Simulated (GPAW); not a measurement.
# HgTe (Fm-3m) in GPAW: equation of state

Aim: energy against volume of HgTe in PBE, for its equilibrium volume and stiffness.

Everything below comes from runs of GPAW 26.7.0. Logs are shortened: lines on timing, memory, paths and dates and some standing lists are left out, and cuts for length are marked. The log counts tension as positive stress, the text compression.

## (1) The crystal as given

It takes space group Fm-3m (No. 225, cubic). The conventional cell has a = 6.360 Å, b = 6.360 Å, c = 6.360 Å, α = 90.00°, β = 90.00°, γ = 90.00°. Hg (site symmetry m-3m) has 6 Te at 3.18 Å as nearest neighbours. Around Te (site symmetry m-3m) lie 6 Hg at 3.18 Å.

Measurements of this composition are mostly on another form, of space group No. 216.

## (2) Equation of state, PBE

Input file run.py:

```python
from ase import Atoms
from ase.eos import EquationOfState
from ase.io import Trajectory
from ase.units import GPa
from gpaw import GPAW, PW

atoms = Atoms(['Hg', 'Te'],
              cell=[[0.0, 3.18, 3.18],
                    [3.18, 0.0, 3.18],
                    [3.18, 3.18, 0.0]],
              scaled_positions=[[0.0, 0.0, 0.0],
                                [0.5, 0.5, 0.5]],
              pbc=True)

traj = Trajectory('eos.traj', 'w')
volumes, energies = [], []
for x in [0.94, 0.96, 0.98, 1.0, 1.02, 1.04, 1.06]:
    a = atoms.copy()
    a.set_cell(atoms.cell * x**(1 / 3), scale_atoms=True)
    calc = GPAW(mode=PW(600),
                xc='PBE',
                kpts={'size': (7, 7, 7), 'gamma': True},
                occupations={'name': 'fermi-dirac', 'width': 0.05},
                nbands=18,
                convergence={'density': 1e-05, 'energy': 1e-05},
                maxiter=150,
                txt=f'eos-{x:.2f}.txt')
    a.calc = calc
    energies.append(a.get_potential_energy(force_consistent=True))
    volumes.append(a.get_volume())
    p = -a.get_stress()[:3].mean() / GPa
    calc.write(f'eos-{x:.2f}.gpw')
    traj.write(a)
    print(f'{x:.2f} {volumes[-1]:10.4f} A^3 {energies[-1]:14.6f} eV {p:9.3f} GPa', flush=True)

v0, e0, B = EquationOfState(volumes, energies, eos='birchmurnaghan').fit()
print(f'V0 = {v0:.4f} A^3, E0 = {e0:.6f} eV, B0 = {B / GPa:.2f} GPa')
```

Potentials or basis: GPAW PAW data sets (gpaw-data 1.2.1), pw.

Started as:

```bash
OMP_NUM_THREADS=1 python run.py
```

The program printed:

```text
__  _  _
 | _ |_)|_||  |
 |__||  | ||/\| - 26.7.0

Input parameters:
  mode=PW(ecut=600.0),
  convergence={'density': 1e-05, 'energy': 1e-05},
  kpts=MonkhorstPack(size=(7, 7, 7), gamma=True),
  maxiter=150,
  nbands=18,
  occupations=Occupations(name='fermi-dirac', width=0.05),
  xc=XC(name='PBE')

Diagonalizing LCAO Hamiltonian
Converting LCAO to pw mode

                Te

       Hg

Atoms  # Å, Bohr magnetons
|   | symbol |        x |        y |        z |    initial magnetic moments |
|---|--------|----------|----------|----------|-----------------------------|
| 0 |     Hg | 0.000000 | 0.000000 | 0.000000 | ( 0.0000,  0.0000,  0.0000) |
| 1 |     Te | 3.115084 | 3.115084 | 3.115084 | ( 0.0000,  0.0000,  0.0000) |

Unit cell  # Å
| periodic |        x |        y |        z |  lengths |    angles |
|----------|----------|----------|----------|----------|-----------|
|      yes | 0.000000 | 3.115084 | 3.115084 | 4.405394 | 60.000000 |
|      yes | 3.115084 | 0.000000 | 3.115084 | 4.405394 | 60.000000 |
|      yes | 3.115084 | 3.115084 | 0.000000 | 4.405394 | 60.000000 |

Number of symmetries: 48
Symmetry operations  # r_c * U_cc + t_c -> r_c
|    | kind |            matrix            |
|----|------|------------------------------|
|  0 |  σ   |  1, 0, 0,  1, 0,-1,  1,-1, 0 |
|  1 |  C2  |  1, 0, 0,  1,-1, 0,  1, 0,-1 |
|  2 |  E   |  1, 0, 0,  0, 1, 0,  0, 0, 1 |
|  3 |  σ   |  1, 0, 0,  0, 0, 1,  0, 1, 0 |
|  4 |  C4  |  1, 0,-1,  1, 0, 0,  1,-1, 0 |
|  5 |  S6  |  1, 0,-1,  1,-1, 0,  1, 0, 0 |
|  6 |  σ   |  1, 0,-1,  0, 1,-1,  0, 0,-1 |
|  7 |  C3  |  1, 0,-1,  0, 0,-1,  0, 1,-1 |
|  8 |  S6  |  1,-1, 0,  1, 0, 0,  1, 0,-1 |
|  9 |  C4  |  1,-1, 0,  1, 0,-1,  1, 0, 0 |
| 10 |  C3  |  1,-1, 0,  0,-1, 1,  0,-1, 0 |
| 11 |  σ   |  1,-1, 0,  0,-1, 0,  0,-1, 1 |
| 12 |  σ   |  0, 1, 0,  1, 0, 0,  0, 0, 1 |
| 13 |  C4  |  0, 1, 0,  0, 1,-1, -1, 1, 0 |
| 14 |  C3  |  0, 1, 0,  0, 0, 1,  1, 0, 0 |
| 15 |  S6  |  0, 1, 0, -1, 1, 0,  0, 1,-1 |
| 16 |  C2  |  0, 1,-1,  1, 0,-1,  0, 0,-1 |
| 17 |  σ   |  0, 1,-1,  0, 1, 0, -1, 1, 0 |
| 18 |  S4  |  0, 1,-1,  0, 0,-1,  1, 0,-1 |
| 19 |  C4  |  0, 1,-1, -1, 1, 0,  0, 1, 0 |
| 20 |  C3  |  0, 0, 1,  1, 0, 0,  0, 1, 0 |
| 21 |  σ   |  0, 0, 1,  0, 1, 0,  1, 0, 0 |
| 22 |  S6  |  0, 0, 1,  0,-1, 1, -1, 0, 1 |
| 23 |  C4  |  0, 0, 1, -1, 0, 1,  0,-1, 1 |
| 24 |  S4  |  0, 0,-1,  1, 0,-1,  0, 1,-1 |
| 25 |  C3  |  0, 0,-1,  0, 1,-1,  1, 0,-1 |
| 26 |  C2  |  0, 0,-1,  0,-1, 0, -1, 0, 0 |
| 27 |  S6  |  0, 0,-1, -1, 0, 0,  0,-1, 0 |
| 28 |  S4  |  0,-1, 1,  1,-1, 0,  0,-1, 0 |
| 29 |  C4  |  0,-1, 1,  0, 0, 1, -1, 0, 1 |
| 30 |  C2  |  0,-1, 1,  0,-1, 0,  1,-1, 0 |
| 31 |  σ   |  0,-1, 1, -1, 0, 1,  0, 0, 1 |
| 32 |  C3  |  0,-1, 0,  1,-1, 0,  0,-1, 1 |
| 33 |  S6  |  0,-1, 0,  0, 0,-1, -1, 0, 0 |
| 34 |  S4  |  0,-1, 0,  0,-1, 1,  1,-1, 0 |
| 35 |  C2  |  0,-1, 0, -1, 0, 0,  0, 0,-1 |
| 36 |  C2  | -1, 1, 0,  0, 1, 0,  0, 1,-1 |
| 37 |  S6  | -1, 1, 0,  0, 1,-1,  0, 1, 0 |
| 38 |  S4  | -1, 1, 0, -1, 0, 1, -1, 0, 0 |
| 39 |  C3  | -1, 1, 0, -1, 0, 0, -1, 0, 1 |
| 40 |  S6  | -1, 0, 1,  0, 0, 1,  0,-1, 1 |
| 41 |  C2  | -1, 0, 1,  0,-1, 1,  0, 0, 1 |
| 42 |  C3  | -1, 0, 1, -1, 1, 0, -1, 0, 0 |
| 43 |  S4  | -1, 0, 1, -1, 0, 0, -1, 1, 0 |
| 44 |  C2  | -1, 0, 0,  0, 0,-1,  0,-1, 0 |
| 45 |  i   | -1, 0, 0,  0,-1, 0,  0, 0,-1 |
| 46 |  σ   | -1, 0, 0, -1, 1, 0, -1, 0, 1 |
| 47 |  C2  | -1, 0, 0, -1, 0, 1, -1, 1, 0 |

BZ-sampling:
  Number of BZ points: 343
  Number of IBZ points: 20

  Monkhorst-Pack size: [7, 7, 7]
  Monkhorst-Pack shift: [0, 0, 0]

K-points  # in reciprocal-cell coordinates
|     |                                coordinates |     weight |
|-----|--------------------------------------------|------------|
|   0 | (  0.00000000,   0.00000000,   0.00000000) | 0.00291545 |
|   1 | (  0.14285714,   0.14285714,   0.00000000) | 0.01749271 |
|   2 | (  0.14285714,   0.14285714,   0.14285714) | 0.02332362 |
|   3 | (  0.28571429,   0.14285714,   0.14285714) | 0.03498542 |
|   4 | (  0.28571429,   0.28571429,   0.00000000) | 0.01749271 |
|   5 | (  0.28571429,   0.28571429,   0.14285714) | 0.06997085 |
|   6 | (  0.28571429,   0.28571429,   0.28571429) | 0.02332362 |
|   7 | (  0.42857143,  -0.28571429,  -0.28571429) | 0.03498542 |
|   8 | (  0.42857143,   0.28571429,  -0.42857143) | 0.13994169 |
|   9 | (  0.42857143,   0.28571429,  -0.28571429) | 0.06997085 |
| ... |                                            |            |
|  19 | (  0.42857143,   0.42857143,   0.42857143) | 0.02332362 |

Plane wave coefficients: 2026
Cutoff: 600.0 eV

Spin-components: 1 (collinear spins)
Bands:           18
Projectors:      11
Spin-degeneracy: 2
Datatype:        complex128

Density:
  Valence electrons: 24.0
  Components: 1
  Grid points: [25 25 25]
  Charge: 0.0  # |e|

Potential:
  Grid points: [25 25 25]

species:
  Hg:
    name:    Mercury
    Z:       80.0
    valence: 18
    core:    62
    charge:  0.0  # [|e|]
    compensation charges:
      type: gauss
      rc: 0.41  # [Å]
      lmax: 2
    cutoffs:
      filter: 2.17  # [Å]
      core: 2.06  # [Å]
    projectors
    | kind |    occ | energy [eV] | rcut [Å] |
    |------|--------|-------------|----------|
    |   6s |  2.000 |      -6.783 |    1.307 |
    |   5p |  6.000 |     -66.572 |    1.291 |
    |   6p |  0.000 |      -1.056 |    1.291 |
    |   5d | 10.000 |      -9.891 |    1.302 |
    |    s |        |      20.429 |    1.307 |
    |    d |        |      17.320 |    1.302 |

    Using partial waves for Hg as LCAO basis

  Te:
    name:    Tellurium
    Z:       52.0
    valence: 6
    core:    46
    charge:  0.0  # [|e|]
    compensation charges:
      type: gauss
      rc: 0.36  # [Å]
      lmax: 2
    cutoffs:
      filter: 2.09  # [Å]
      core: 3.17  # [Å]
    projectors
    | kind |    occ | energy [eV] | rcut [Å] |
    |------|--------|-------------|----------|
    |   5s |  2.000 |     -15.089 |    1.180 |
    |   5p |  4.000 |      -5.955 |    1.196 |
    |    s |        |      12.123 |    1.180 |
    |    p |        |      21.256 |    1.196 |
    |    d |        |       0.000 |    1.238 |

    Using partial waves for Te as LCAO basis

Reference energy: -717946.462161  # eV

eigensolver:
  PPCG
  Converge bands: occupied
  niter=2

density mixing:
  MSR1-Mixer
  Pratt-step length: 0.05
  Maximum mixing coefficient: 0.75
  Old densities: 10
  SVD Regularization: 0.005
  Good broyden scale: 1.0
  Trust region scale: 1.0
  Backstep threshold: 4.0
  History deletion threshold: 6.0
  Fourier metric: weight=20.0, sigma=0.015

occupation numbers:
  Fermi-Dirac:
    width: 0.0500  # eV

poisson solver:
  ecut: 4800.0  # eV

xc functional:
  name: PBE with 2 nearest neighbor stencil

convergence criteria:
- Maximum integral of absolute [dens]ity change: 1e-05 electrons / valence electron
- Maximum [total energy] change in last 3 cyles: 1e-05 eV / valence electron
- Maximum integral of absolute [eigenst]ate change: 4e-08 eV^2 / valence electron
maximum number of iterations: 150

SCF iterations
|iter     | |      energy | eigst |  dens |
|---------|-|-------------|-------|-------|
|iter:   1| |   -4.300437 | -0.21 |       |
|iter:   2| |   -4.263195 | -2.24 | -1.46 |
|iter:   3| |   -4.181065 | -2.17 | -1.51 |
|iter:   4| |   -4.196438 | -2.93 | -1.94 |
|iter:   5| |   -4.202487 | -3.08 | -2.30 |
|iter:   6| |   -4.202677 | -4.64 | -3.43 |
|iter:   7| |   -4.202712c| -5.21 | -3.84 |
|iter:   8| |   -4.202712c| -7.02 | -4.36 |
|iter:   9| |   -4.202712c| -7.31 | -4.99 |
|iter:  10| |   -4.202712c| -8.53c| -6.11c|

Converged in 10 steps
Energy contributions relative to reference atoms: (reference = -717946.462161)

Energy contributions:
  Kinetic:          20.252447
  Coulomb:         -16.540605
  Zero:             -2.013591
  External:          0.000000
  Xc:               -5.897650
  Entropy:          -0.006629
  Spinorbit:         0.000000
  ----------------------------
  Free energy:      -4.206026
  Extrapolated:     -4.202712

dipole moment: (-21.506469, -21.506469, -21.506469)  # |e|*Ang

Fermi level: 5.323
Eigenvalues  # (at kpt = [0.000, 0.000, 0.000])
| band index |      eig [eV] | occ [0-2] |
|------------|---------------|-----------|
|          0 |       -57.783 |     2.000 |
|        ... |               |           |
|          5 |        -1.323 |     2.000 |
|          6 |        -1.270 |     2.000 |
|          7 |        -1.270 |     2.000 |
|          8 |        -1.270 |     2.000 |
|          9 |         4.228 |     2.000 |
|         10 |         4.657 |     2.000 |
|         11 |         4.657 |     2.000 |
|         12 |         4.657 |     2.000 |
|         13 |        12.921 |     0.000 |
|         14 |        12.921 |     0.000 |
|         15 |        12.921 |     0.000 |
|         16 |        12.942 |     0.000 |
|         17 |        12.942 |     0.000 |

No gap
No difference between direct/indirect transitions

Stress tensor  # eV/Ang^3
|         x |         y |         z |
|-----------|-----------|-----------|
|  0.011666 | -0.000000 | -0.000000 |
| -0.000000 |  0.011666 | -0.000000 |
| -0.000000 | -0.000000 |  0.011666 |

# Writing to eos-0.94.gpw (mode='')
```

Run time: 2.1 min. Hardware: 1 thread of Arm Neoverse V1, shared host; peak memory 0.29 GiB.

Results:

- Equilibrium volume: 28.90 Å³/atom (rough: see the caveat)
- Bulk modulus: 47 GPa (rough)

Energy against volume, from the lowest point:
```tsv
volume (Å³/atom)	energy (meV/atom)
30.228	0.00
30.871	8.95
31.514	20.57
32.157	34.50
32.801	50.42
33.444	68.05
34.087	87.11
```

Caveat: the minimum lies outside the volumes run. Spin-orbit coupling is left out, which matters for the levels of Hg, Te.
